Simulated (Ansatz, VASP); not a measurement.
## W: VASP beside Ansatz

```
W
1.0
    -1.58234    1.58234    1.58234
     1.58234   -1.58234    1.58234
     1.58234    1.58234   -1.58234
W
1
Cartesian
  0.0000 0.0000 0.0000
```

Alike in both runs: task band structure; functional LDA; k mesh 9 × 9 × 9; occupations fermi-dirac, width 0.05 eV; spin-orbit coupling, no magnetisation.

|  | VASP | Ansatz |
| --- | --- | --- |
| version | VASP 6.6.1 | Ansatz 0.2.0 |
| potentials or method | VASP PAW LDA potentials, release 64 (W_sv) | Ansatz PAW |
| plane-wave cutoff (eV) | 520 | 420 |
| valence electrons in the cell | 14 | 14 |

```tsv
	VASP	Ansatz	Ansatz less VASP
gap on the k mesh at the Fermi level (eV)	none	none	-
pressure (GPa)	-6.3	-8.8	-2.43
```

A gap of «none» marks a metal or a gap that the smearing closes.

Caveats: the PAW data sets come from PBE, with cores solved anew for the run's functional, which leaves a small shift of forces and pressure (Ansatz).
